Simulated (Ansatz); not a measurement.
Runs of Ansatz 0.2.0 on Ba. The structure is cubic, space group Fm-3m (No. 225). The conventional cell has a = 6.465 Å, b = 6.465 Å, c = 6.465 Å, α = 90.00°, β = 90.00°, γ = 90.00°. This isn't the form of Ba at room conditions, which is bcc.

```tsv
level	potentials or basis	spin	k mesh	pressure (GPa)	relaxed volume (Å³/atom)
LDA	all-electron LAPW, scalar-relativistic	off	7 × 7 × 7	0.0	54.12
LDA	all-electron LAPW, scalar-relativistic	off	5 × 5 × 5	0.0	54.18
LDA	all-electron LAPW, relativistic spinors	SOC, no magnetisation	5 × 5 × 5	0.0	(a)
BLYP	all-electron LAPW, scalar-relativistic	off	7 × 7 × 7	0.0	67.67
PBEsol	all-electron LAPW, scalar-relativistic	off	7 × 7 × 7	0.0	(b)
```

Alike in all rows: task relaxation of cell and atoms; cell relaxed; smearing fermi-dirac 0.05 eV; basis error allowed 0.001 eV/atom.

Task: Estimate the missing entries.

Result: (a) 54.17; (b) 59.62.

Caveats: the volume moved by over 15 % at a fixed basis, so the end points are rough (some runs); the k mesh is thin for a metal, which can move the energy by tens of meV per atom (some runs).

Not every run made on this cell is shown here.
